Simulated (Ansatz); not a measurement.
# HfSi2 (ZrSi2 type): other levels of theory at one geometry

The task here is to estimate one member of a computed series from the others.

Computed with Ansatz 0.2.0 (DFT at several levels, plane waves, PAW, unless a step's input says otherwise).

1 further run of the same task is left out (it didn't finish). Runs told in other sessions of the task aren't counted.

**Starting point**

It takes space group Cmcm (No. 63, orthorhombic). The conventional cell has a = 3.672 Å, b = 14.610 Å, c = 3.666 Å, α = 90.00°, β = 90.00°, γ = 90.00°. Hf (site symmetry m2m) is surrounded by 10 Si at 2.70 to 2.97 Å. Si (site symmetry m2m) is surrounded by 2 Si at 2.42 Å and 6 Hf at 2.70 to 2.97 Å. Si (site symmetry m2m) is surrounded by 4 Si at 2.59 Å and 4 Hf at 2.80 Å.

As a file:

```xyz
6
Lattice="1.8362 -7.3050 0.0000 1.8362 7.3050 0.0000 0.0000 0.0000 3.6661" Properties=species:S:1:pos:R:3 pbc="T T T"
Hf    1.8362   -1.5417    0.9165
Hf    1.8362    1.5417    2.7496
Si    1.8362   -6.5148    0.9165
Si    1.8362    6.5148    2.7496
Si    1.8362    3.6522    0.9165
Si    1.8362   -3.6522    2.7496
```

An earlier run at PBE left this cell at 16.392 Å³/atom and 0.00 GPa (8×8×8 mesh), no gap.

Levels to run: PBE+SOC; r²SCAN; PBEsol; LDA. Hardware: 4 threads of Intel Xeon 6975P-C (Granite Rapids), shared host.

Set-up of the first run:

The input, input.yaml:

```yaml
crystal:
  lattice:
    - [1.8362177424, -7.3050498964, 0.0]
    - [1.8362177424, 7.3050498964, 0.0]
    - [0.0, 0.0, 3.6660768037]
  atoms:
    - { symbol: Hf, position: [0.6055213087, 0.3944786913, 0.25] }
    - { symbol: Hf, position: [0.3944786913, 0.6055213087, 0.75] }
    - { symbol: Si, position: [0.945907847, 0.054092153, 0.25] }
    - { symbol: Si, position: [0.054092153, 0.945907847, 0.75] }
    - { symbol: Si, position: [0.2500207091, 0.7499792909, 0.25] }
    - { symbol: Si, position: [0.7499792909, 0.2500207091, 0.75] }
basis:
  ecutwfc: 420
  ecutrho_ratio: 4
kpoints:
  mp_grid: { grid: [8, 8, 8] }
hamiltonian:
  xc: pbe
scf:
  occupations: { method: gaussian, width: 0.05 }
output:
  forces: true
  stress: true
  eigenvalues: true
  populations: true
  dos: { projected: true, de: 0.02 }
  write_density: true
  write_potential: true
  elf: true
  volumetric_format: npy
magnetization:
  noncollinear: true
  spin_orbit: true
```

Started as:

```
$ ansatz run input.yaml --threads 4 --pin off --max-ram 7168MiB --backend cpu --events-out ev --progress --plain --runs-dir out
```

Among the steps run: PBE+SOC; r²SCAN; PBEsol; LDA.

One of the session's tables, all rows but one given; the rest of the session is left out.

```
  level  pressure (GPa)
    PBE             0.0
    LDA               ?
 PBEsol            -4.0
PBE+SOC            -0.2
 r²SCAN            -1.9
```

**Question.** Estimate the row for LDA.

**Answer.** pressure (GPa): -7.0. In the column «pressure (GPa)» it is the lowest.

The pressure runs from -7.0 GPa (LDA) to 0.0 GPa (PBE); a negative pressure means that level wants a smaller cell, a positive one a larger cell. Total energies of different levels have different zeros and can't be compared.
